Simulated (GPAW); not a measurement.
A run of GPAW 26.7.0 is set up as follows.

Contents of run.py:

```python
from ase.eos import EquationOfState
from ase.io import Trajectory, read
from ase.units import GPa
from gpaw import GPAW, PW

atoms = read('POSCAR')

traj = Trajectory('eos.traj', 'w')
volumes, energies = [], []
for x in [0.94, 0.96, 0.98, 1.0, 1.02, 1.04, 1.06]:
    a = atoms.copy()
    a.set_cell(atoms.cell * x**(1 / 3), scale_atoms=True)
    calc = GPAW(mode=PW(600),
                xc={'name': 'optPBE-vdW', 'backend': 'libvdwxc'},
                kpts={'size': (2, 5, 4), 'gamma': True},
                occupations={'name': 'fermi-dirac', 'width': 0.05},
                nbands=37,
                convergence={'density': 1e-05, 'energy': 1e-05},
                maxiter=150,
                txt=f'eos-{x:.2f}.txt')
    a.calc = calc
    energies.append(a.get_potential_energy(force_consistent=True))
    volumes.append(a.get_volume())
    calc.write(f'eos-{x:.2f}.gpw')
    traj.write(a)
    print(f'{x:.2f} {volumes[-1]:10.4f} A^3 {energies[-1]:14.6f} eV', flush=True)

v0, e0, B = EquationOfState(volumes, energies, eos='birchmurnaghan').fit()
print(f'V0 = {v0:.4f} A^3, E0 = {e0:.6f} eV, B0 = {B / GPa:.2f} GPa')
```

File POSCAR:

```
GeS
1.0
   10.4810000000      0.0000000000      0.0000000000
    0.0000000000      3.6460000000      0.0000000000
    0.0000000000      0.0000000000      4.2990000000
Ge S
4 4
Direct
    0.8779000000      0.7500000000      0.8723000000
    0.6221000000      0.2500000000      0.3723000000
    0.3779000000      0.7500000000      0.6277000000
    0.1221000000      0.2500000000      0.1277000000
    0.1505000000      0.7500000000      0.4977000000
    0.3495000000      0.2500000000      0.9977000000
    0.6505000000      0.7500000000      0.0023000000
    0.8495000000      0.2500000000      0.5023000000
```

Potentials or basis: GPAW PAW data sets (gpaw-data 1.2.1), pw.

Run with:

```bash
$ OMP_NUM_THREADS=1 python run.py
```

Estimate the equilibrium volume.

21.88 Å³/atom (rough: see the caveat).

What does it give for the bulk modulus at fixed shape and positions?

58 GPa (rough).

Energy against volume, from the lowest point:
| volume (Å³/atom) | energy (meV/atom) |
| --- | --- |
| 19.303 | 67.58 |
| 19.714 | 46.10 |
| 20.124 | 29.20 |
| 20.535 | 16.51 |
| 20.946 | 7.66 |
| 21.357 | 2.27 |
| 21.767 | 0.00 |

Caveat: the k mesh is coarse (spacing up to 0.37 Å⁻¹), so the values aren't converged; the minimum lies outside the volumes run; the cell was scaled at fixed shape and fractional positions, which overstates the stiffness of a crystal with free parameters, most of all of layers and chains; the PAW data sets were made with another functional, which shifts forces and pressure a little.
